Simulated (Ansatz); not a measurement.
Runs of Ansatz 0.2.0 on Hf. Symmetry: P6_3/mmc, No. 194, hexagonal system. Conventional cell: a = 3.197 Å, b = 3.197 Å, c = 5.058 Å, α = 90.00°, β = 90.00°, γ = 120.00°. Hf (site symmetry -6m2) has 12 Hf at 3.13 to 3.20 Å as nearest neighbours. 

| task | level | cell | k mesh | smearing | points for each segment of the path | atoms under strain | mesh quality | gap on the mesh (eV) | pressure (GPa) | relaxed volume (Å³/atom) |
| --- | --- | --- | --- | --- | --- | --- | --- | --- | --- | --- |
| band structure | PBE | as given | 10 × 10 × 5 | fermi-dirac 0.05 eV | 14 | - | not flagged | none | 0.6 | - |
| relaxation of cell and atoms | revPBE+D3(BJ) | relaxed | 10 × 10 × 5 | fermi-dirac 0.05 eV | - | - | not flagged | none | 0.0 | 21.72 |
| single point | B3LYP | as given | 5 × 5 × 3 | fermi-dirac 0.05 eV | - | - | coarse | none | 2.5 | - |
| relaxation of cell and atoms | BLYP+D4 | relaxed | 10 × 10 × 5 | fermi-dirac 0.05 eV | - | - | not flagged | - | 0.0 | 22.51 |
| relaxation of cell and atoms | PBEsol | relaxed | 10 × 10 × 5 | fermi-dirac 0.05 eV | - | - | not flagged | - | 0.0 | (b) |
| relaxation of cell and atoms | PBEsol0 | relaxed | 5 × 5 × 3 | fermi-dirac 0.05 eV | - | - | coarse | none | 0.0 | 21.92 |
| single point | PBE | as given | 10 × 10 × 5 | gaussian 0.011 eV | - | - | not flagged | none | 0.6 | - |
| relaxation of cell and atoms | LDA | relaxed | 10 × 10 × 5 | fermi-dirac 0.05 eV | - | - | not flagged | - | 0.0 | (a) |
| single point | PBE | as given | 10 × 10 × 5 | gaussian 0.026 eV | - | - | not flagged | none | 0.6 | - |
| elastic constants | LDA | as given | 7 × 7 × 4 | fermi-dirac 0.05 eV | - | clamped | not flagged | none | (c) | - |
| relaxation of cell and atoms | RPBE | relaxed | 10 × 10 × 5 | fermi-dirac 0.05 eV | - | - | not flagged | none | 0.0 | 23.12 |
| relaxation of cell and atoms | PBE+D4 | relaxed | 10 × 10 × 5 | fermi-dirac 0.05 eV | - | - | not flagged | - | 0.0 | 22.20 |

Alike in all rows: potentials or basis Ansatz PAW; no spin polarisation; cutoff (eV) 420.

Problem. Estimate the missing entries.

Solution. (a) 20.79; (b) 21.57; (c) -7.4.

Caveats: some runs use coarse meshes; the PAW data sets come from PBE, with cores solved anew for the run's functional, which leaves a small shift of forces and pressure (some runs); the plane-wave basis is chosen anew once the cell has moved, so the energies of steps on either side of that aren't comparable (some runs); spin-orbit coupling is left out, which moves the levels of the heavy elements (some runs); pairwise dispersion overbinds metals, which lowers pressure and volume (some runs); the thresholds are loose for stress (some runs); the cell is more than 3 GPa from zero pressure, which shifts response properties (some runs); elastic constants of metals need much finer meshes, so these are rough (some runs).

A k mesh can miss the band edges, and the runs leave out spin-orbit coupling on Hf.

A gap of «none» marks a metal or a gap under the smearing width.
